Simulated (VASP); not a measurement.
# SrCl2 (Fm-3m) in VASP: single point with r2SCAN

Aim: the single point of SrCl2 with r2SCAN.

All numbers are computed with VASP 6.6.1; they aren't measurements. Logs are shortened: lines on timing, memory, paths and dates and some standing lists are left out, and cuts for length are marked.

## Step 1: The crystal as given

The structure is cubic, space group Fm-3m (No. 225). The conventional cell has a = 6.996 Å, b = 6.996 Å, c = 6.996 Å, α = 90.00°, β = 90.00°, γ = 90.00°. Sr (site symmetry m-3m) has 8 Cl at 3.03 Å as nearest neighbours. Cl (site symmetry -43m) is surrounded by 4 Sr at 3.03 Å.

## Step 2: Single point, r2SCAN

File POSCAR:

```
SrCl2
1.0
    0.0000000000      3.4979774592      3.4979774592
    3.4979774592      0.0000000000      3.4979774592
    3.4979774592      3.4979774592      0.0000000000
Sr Cl
1 2
Direct
    0.0000000000      0.0000000000      0.0000000000
    0.2500000000      0.2500000000      0.2500000000
    0.7500000000      0.7500000000      0.7500000000
```

File INCAR.step1:

```
SYSTEM = SrCl2
PREC = Accurate
ENCUT = 520
ISMEAR = 0
SIGMA = 0.05
LREAL = .FALSE.
LASPH = .TRUE.
NELM = 100
NBANDS = 19
GGA = PE
ALGO = Normal
EDIFF = 1E-4
LWAVE = .TRUE.
LCHARG = .FALSE.
```

File INCAR.step2:

```
SYSTEM = SrCl2
PREC = Accurate
ENCUT = 520
EDIFF = 1E-6
ISMEAR = 0
SIGMA = 0.05
LREAL = .FALSE.
LASPH = .TRUE.
NELM = 100
ALGO = Normal
ISIF = 2
LWAVE = .FALSE.
LCHARG = .FALSE.
METAGGA = R2SCAN
LMIXTAU = .TRUE.
NBANDS = 19
ISTART = 1
```

File KPOINTS:

```
Automatic mesh
0
G
  6 6 6
  0 0 0
```

Potentials or basis: VASP PAW PBE potentials, release 64 (Sr_sv, Cl).

Run with:

```sh
$ cat potpaw_PBE.64/Sr_sv/POTCAR potpaw_PBE.64/Cl/POTCAR > POTCAR
$ cp INCAR.step1 INCAR
$ mpirun -np 1 vasp_std > vasp.out
$ cp INCAR.step2 INCAR
$ mpirun -np 1 vasp_std > vasp.out
```

OUTCAR:

```text
SYSTEM = SrCl2
   PREC = Accurate
   ENCUT = 520
   EDIFF = 1E-6
   ISMEAR = 0
   LREAL = .FALSE.
   LASPH = .TRUE.
   NELM = 100
   ISIF = 2
   METAGGA = R2SCAN
   ISTART = 1

 ion  position               nearest neighbor table
   1  0.000  0.000  0.000-   2 3.03   3 3.03   3 3.03   3 3.03   3 3.03   2 3.03   2 3.03   2 3.03

   2  0.250  0.250  0.250-   1 3.03   1 3.03   1 3.03   1 3.03
   3  0.750  0.750  0.750-   1 3.03   1 3.03   1 3.03   1 3.03

  LATTYP: Found a face centered cubic cell.
 ALAT       =     6.9959549184

  Lattice vectors:

 A1 = (   0.0000000000,   3.4979774592,   3.4979774592)
 A2 = (   3.4979774592,   0.0000000000,   3.4979774592)
 A3 = (   3.4979774592,   3.4979774592,   0.0000000000)

Analysis of symmetry for initial positions (statically):
=====================================================================
 Subroutine PRICEL returns:
 Original cell was already a primitive cell.

 Routine SETGRP: Setting up the symmetry group for a
 face centered cubic supercell.

 Subroutine GETGRP returns: Found 48 space group operations
 (whereof 48 operations were pure point group operations)
 out of a pool of 48 trial point group operations.

The static configuration has the point symmetry O_h .

Analysis of symmetry for dynamics (positions and initial velocities):
=====================================================================
 Subroutine PRICEL returns:
 Original cell was already a primitive cell.

 Routine SETGRP: Setting up the symmetry group for a
 face centered cubic supercell.

 Subroutine GETGRP returns: Found 48 space group operations
 (whereof 48 operations were pure point group operations)
 out of a pool of 48 trial point group operations.

The dynamic configuration has the point symmetry O_h .

 Subroutine INISYM returns: Found 48 space group operations
 (whereof 48 operations are pure point group operations),
 and found     1 'primitive' translations

----------------------------------------------------------------------------------------

                                     Primitive cell

  volume of cell :      85.6014

  direct lattice vectors                    reciprocal lattice vectors
     0.000000000  3.497977459  3.497977459    -0.142939743  0.142939743  0.142939743
     3.497977459  0.000000000  3.497977459     0.142939743 -0.142939743  0.142939743
     3.497977459  3.497977459  0.000000000     0.142939743  0.142939743 -0.142939743

  length of vectors
     4.946887164  4.946887164  4.946887164     0.247578898  0.247578898  0.247578898

  position of ions in fractional coordinates (direct lattice)
     0.000000000  0.000000000  0.000000000
     0.250000000  0.250000000  0.250000000
     0.750000000  0.750000000  0.750000000

  ion indices of the primitive-cell ions
   primitive index   ion index
                 1           1
                 2           2
                 3           3

----------------------------------------------------------------------------------------

 KPOINTS: Automatic mesh

Automatic generation of k-mesh.
 Grid dimensions read from file:
 generate k-points for:    6    6    6

 Generating k-lattice:

  Cartesian coordinates                     Fractional coordinates (reciprocal lattice)
    -0.023823291  0.023823291  0.023823291     0.166666667  0.000000000  0.000000000
     0.023823291 -0.023823291  0.023823291     0.000000000  0.166666667  0.000000000
     0.023823291  0.023823291 -0.023823291     0.000000000  0.000000000  0.166666667

  Length of vectors
     0.041263150  0.041263150  0.041263150

  Shift w.r.t. Gamma in fractional coordinates (k-lattice)
     0.000000000  0.000000000  0.000000000

 Subroutine IBZKPT returns following result:
 ===========================================

 Found     16 irreducible k-points:

 Following reciprocal coordinates:
            Coordinates               Weight
  0.000000  0.000000  0.000000      1.000000
  0.166667  0.000000  0.000000      8.000000
  0.333333  0.000000  0.000000      8.000000
  0.500000  0.000000  0.000000      4.000000
  0.166667  0.166667  0.000000      6.000000
  0.333333  0.166667  0.000000     24.000000
[... 8 lines left out ...]
 -0.333333  0.333333  0.166667     24.000000
 -0.333333  0.500000  0.166667     12.000000
   k-points           NKPTS =     16   k-points in BZ     NKDIM =     16   number of bands    NBANDS=     19
   number of dos      NEDOS =    301   number of ions     NIONS =      3
   total plane-waves  NPLWV =  64000
   dimension x,y,z NGX =    40 NGY =   40 NGZ =   40
   dimension x,y,z NGXF=    80 NGYF=   80 NGZF=   80
   ions per type =               1   2
   NGX,Y,Z   is equivalent  to a cutoff of  13.44, 13.44, 13.44 a.u.
   NGXF,Y,Z  is equivalent  to a cutoff of  26.88, 26.88, 26.88 a.u.
 SYSTEM =  SrCl2
   PREC   = accura    normal or accurate (medium, high low for compatibility)
   ISTART =      1    job   : 0-new  1-cont  2-samecut
   ICHARG =      0    charge: 1-file 2-atom 10-const
   ISPIN  =      1    spin polarized calculation?
   LNONCOLLINEAR =      F non collinear calculations
   LSORBIT =      F    spin-orbit coupling
   LASPH  =      T    aspherical Exc in radial PAW
   ENCUT  =  520.0 eV  38.22 Ry    6.18 a.u.   9.20  9.20  9.20*2*pi/ulx,y,z
   NELM   =    100;   NELMIN=  2; NELMDL=  0     # of ELM steps
   EDIFF  = 0.1E-05   stopping-criterion for ELM
   LREAL  =      F    real-space projection
   EDIFFG = 0.1E-04   stopping-criterion for IOM
   NSW    =      0    number of steps for IOM
   IBRION =     -1    ionic relax: 0-MD 1-quasi-New 2-CG
   NFREE  =      0    steps in history (QN), initial steepest desc. (CG)
   ISIF   =      2    stress and relaxation
   ISYM   =      2    0-nonsym 1-usesym 2-fastsym
   POTIM  = 0.5000    time-step for ionic-motion
   TEBEG  =    0.0;   TEEND  =   0.0 temperature during run
   PSTRESS=    0.0 pullay stress
   NELECT =      24.0000    total number of electrons
   NUPDOWN=      -1.0000    fix difference up-down
   EMIN   =  10.00;   EMAX   =-10.00  energy-range for DOS
   EFERMI =   0.00;   METHOD = LEGACY
   ISMEAR =     0;   SIGMA  =   0.05  broadening in eV -4-tet -1-fermi 0-gaus
   EFERMI_NEDOS =   21; number of points for ismear=-14 and -15
   IALGO  =     38    algorithm
   IMIX   =      4    mixing-type and parameters
     AMIX     =   0.40;   BMIX     =  1.00
     AMIX_MAG =   1.60;   BMIX_MAG =  1.00
  volume/ion in A,a.u.               =      28.53       192.56
  Fermi-wavevector in a.u.,A,eV,Ry     =   1.071482  2.024808 15.620493  1.148074
  Thomas-Fermi vector in A             =   2.207224
   LORBIT       =      0    0 simple, 1 ext, 2 COOP (PROOUT), +10 PAW based schemes
   METAGGA = R2SCAN    functional components
   LHFCALC =     F    Hartree Fock is set to
   AEXX    =    0.0000 exact exchange contribution
   IVDW    =     0    specifies the selected vdW correction
   LEPSILON=     F    determine dielectric tensor
   LRPA    =     F    only Hartree local field effects (RPA)
 non-spin polarized calculation
 Gauss-broadening in eV      SIGMA  =   0.05
  energy-cutoff  :      520.00
  volume of cell :       85.60
 maximum number of plane-waves:      2332
 NGX is ok and might be reduce to    40
   NGX = 19   NGY = 19   NGZ = 19

 number of electron      24.0000002 magnetization

 Free energy of the ion-electron system (eV)
  ---------------------------------------------------
  ext. energy  EPLUGINS =         0.00000000
  ---------------------------------------------------
  free energy    TOTEN  =       -35.69706349 eV

  energy without entropy =      -35.69706349  energy(sigma->0) =      -35.69706349

 E-fermi :  -0.0681     XC(G=0):  -8.7293

 val. band max:       -0.2749540542   @ k =   0.5000   0.5000   0.0000
 cond. band min:       5.6610356593   @ k =   0.0000   0.0000   0.0000
 fundamental gap:      5.9359897135
 Fermi energy:        -0.0680799740

 k-point     1 :       0.0000    0.0000    0.0000
  band No.  band energies     occupation
      1     -34.2525      2.00000
      2     -15.6189      2.00000
      3     -15.6189      2.00000
      4     -15.6189      2.00000
      5     -14.1365      2.00000
      6     -13.2787      2.00000
[... 11 lines left out ...]
     18       9.3354      0.00000
     19       9.7439      0.00000

 k-point     2 :       0.1667    0.0000    0.0000
  band No.  band energies     occupation
      1     -34.2517      2.00000
      2     -15.7120      2.00000
      3     -15.6222      2.00000
      4     -15.6222      2.00000
      5     -13.9811      2.00000
      6     -13.3358      2.00000
[... 11 lines left out ...]
     18       9.1205      0.00000
     19      10.2140      0.00000

 k-point     3 :       0.3333    0.0000    0.0000
  band No.  band energies     occupation
      1     -34.2501      2.00000
      2     -15.8563      2.00000
      3     -15.6288      2.00000
      4     -15.6288      2.00000
      5     -13.7642      2.00000
      6     -13.3888      2.00000
[... 11 lines left out ...]
     18       8.9914      0.00000
     19       9.4490      0.00000

 k-point     4 :       0.5000    0.0000    0.0000
  band No.  band energies     occupation
      1     -34.2493      2.00000
      2     -15.9149      2.00000
      3     -15.6321      2.00000
      4     -15.6321      2.00000
      5     -13.7342      2.00000
      6     -13.3459      2.00000
[... 11 lines left out ...]
     18       9.0312      0.00000
     19       9.3261      0.00000

 k-point     5 :       0.1667    0.1667    0.0000
  band No.  band energies     occupation
      1     -34.2514      2.00000
      2     -15.7349      2.00000
      3     -15.6267      2.00000
      4     -15.6267      2.00000
      5     -13.9246      2.00000
      6     -13.3593      2.00000
[... 11 lines left out ...]
     18       9.1334      0.00000
     19       9.3898      0.00000

 k-point     6 :       0.3333    0.1667    0.0000
  band No.  band energies     occupation
      1     -34.2501      2.00000
      2     -15.8392      2.00000
      3     -15.6499      2.00000
      4     -15.6340      2.00000
      5     -13.7076      2.00000
      6     -13.4334      2.00000
[... 11 lines left out ...]
     18       8.9489      0.00000
     19       9.8391      0.00000

 k-point     7 :       0.5000    0.1667    0.0000
  band No.  band energies     occupation
      1     -34.2491      2.00000
      2     -15.8900      2.00000
      3     -15.6911      2.00000
      4     -15.6366      2.00000
      5     -13.6420      2.00000
      6     -13.3918      2.00000
[... 11 lines left out ...]
     18       9.2598      0.00000
     19       9.5326      0.00000

 k-point     8 :      -0.3333    0.1667    0.0000
  band No.  band energies     occupation
      1     -34.2493      2.00000
      2     -15.8657      2.00000
      3     -15.6984      2.00000
      4     -15.6321      2.00000
      5     -13.6464      2.00000
      6     -13.4131      2.00000
[... 80 lines left out ...]
 k-point    12 :      -0.3333    0.3333    0.0000
  band No.  band energies     occupation
      1     -34.2486      2.00000
      2     -15.8441      2.00000
      3     -15.7920      2.00000
      4     -15.6406      2.00000
      5     -13.5284      2.00000
      6     -13.4336      2.00000
[... 11 lines left out ...]
     18       9.6145      0.00000
     19      10.3454      0.00000

 k-point    13 :       0.5000    0.5000    0.0000
  band No.  band energies     occupation
      1     -34.2483      2.00000
      2     -15.9818      2.00000
      3     -15.6503      2.00000
      4     -15.6502      2.00000
      5     -13.5849      2.00000
      6     -13.3632      2.00000
[... 11 lines left out ...]
     18       9.1010      0.00000
     19      10.4647      0.00000

 k-point    14 :       0.5000    0.3333    0.1667
  band No.  band energies     occupation
      1     -34.2491      2.00000
      2     -15.8735      2.00000
      3     -15.7125      2.00000
      4     -15.6397      2.00000
      5     -13.5396      2.00000
      6     -13.4835      2.00000
[... 11 lines left out ...]
     18       9.1674      0.00000
     19      10.1822      0.00000

 k-point    15 :      -0.3333    0.3333    0.1667
  band No.  band energies     occupation
      1     -34.2486      2.00000
      2     -15.8508      2.00000
      3     -15.7818      2.00000
      4     -15.6440      2.00000
      5     -13.5278      2.00000
      6     -13.4341      2.00000
[... 11 lines left out ...]
     18       9.7036      0.00000
     19      10.1128      0.00000

 k-point    16 :      -0.3333    0.5000    0.1667
  band No.  band energies     occupation
      1     -34.2483      2.00000
      2     -15.9062      2.00000
      3     -15.7413      2.00000
      4     -15.6505      2.00000
      5     -13.5215      2.00000
      6     -13.4116      2.00000
[... 11 lines left out ...]
     18      10.0877      0.00000
     19      10.4503      0.00000

------------------------ aborting loop because EDIFF is reached ----------------------------------------

  FORCE on cell =-STRESS in cart. coord.  units (eV):
  Direction    XX          YY          ZZ          XY          YZ          ZX
  --------------------------------------------------------------------------------------
  -------------------------------------------------------------------------------------
  Total        0.0065727      0.0065727      0.0065727      0.0000000      0.0000000      0.0000000
  in kB        0.1230199      0.1230199      0.1230199      0.0000000      0.0000000      0.0000000
  external PRESSURE =       0.1230199 kB  Pullay stress =       0.0000000 kB

 VOLUME and BASIS-vectors are now :
 -----------------------------------------------------------------------------
  energy-cutoff  :      520.00
  volume of cell :       85.60
      direct lattice vectors                 reciprocal lattice vectors
     0.000000000  3.497977459  3.497977459    -0.142939743  0.142939743  0.142939743
     3.497977459  0.000000000  3.497977459     0.142939743 -0.142939743  0.142939743
     3.497977459  3.497977459  0.000000000     0.142939743  0.142939743 -0.142939743

 POSITION                                       TOTAL-FORCE (eV/Angst)
 -----------------------------------------------------------------------------------
      0.00000      0.00000      0.00000        -0.000000     -0.000000     -0.000000
      1.74899      1.74899      1.74899         0.000000      0.000000      0.000000
      5.24697      5.24697      5.24697        -0.000000     -0.000000      0.000000
 -----------------------------------------------------------------------------------
    total drift:                               -0.000000     -0.000000      0.000000

  FREE ENERGIE OF THE ION-ELECTRON SYSTEM (eV)
  ---------------------------------------------------
  free  energy   TOTEN  =       -35.6970634883 eV

  energy  without entropy=      -35.6970634883  energy(sigma->0) =      -35.69706349
```

It took 75 s on 1 thread of AMD EPYC 9R45 (Zen 5), shared host; peak memory 0.23 GiB.

What came out:

```
Free energy            : -35.6971 eV
Pressure               : 0.0 GPa
Band gap on the k mesh : 5.94 eV, indirect (least direct gap 5.99 eV)
```

Caveat: the PAW data sets were made with another functional, which shifts forces and pressure a little.
